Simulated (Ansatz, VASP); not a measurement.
**One calculation of Mo, two programs**

```
Mo
1.0
    -1.44532    1.44532    1.57100
     1.44532   -1.44532    1.57100
     1.44532    1.44532   -1.57100
Mo
1
Direct
  0.00000 0.00000 0.00000
```

Change from the starting cell: strain -0.080 along x and y, +0.000 along z, atoms carried along.

Alike in both runs: task single point; functional PBEsol; k mesh 22 × 22 × 22; occupations gaussian, width 0.15 eV; no spin polarisation.

```csv
,VASP,Ansatz
version,VASP 6.6.1,Ansatz 0.2.0
potentials or method,"VASP PAW PBE potentials, release 64 (Mo_sv)","scalar-relativistic, plane waves, PAW"
plane-wave cutoff (eV),520,420
valence electrons in the cell,14,14
```

Ansatz gave:

```
gap on the k mesh at the Fermi level (eV)       : none
pressure (GPa)                                  : 60.4
largest component of the traceless stress (GPa) : 21.85
```

Q: Estimate VASP's values.

A: gap on the k mesh at the Fermi level (eV): none; pressure (GPa): 61.5; largest component of the traceless stress (GPa): 21.83.

A gap of «none» marks a metal or a gap that the smearing closes.

Caveats: the cell as given lies far from equilibrium; so large a pressure means that the cell lies far from this level's equilibrium, or that cutoff or potentials fall short (VASP); the potentials were made for another functional, which shifts forces and pressure (VASP).
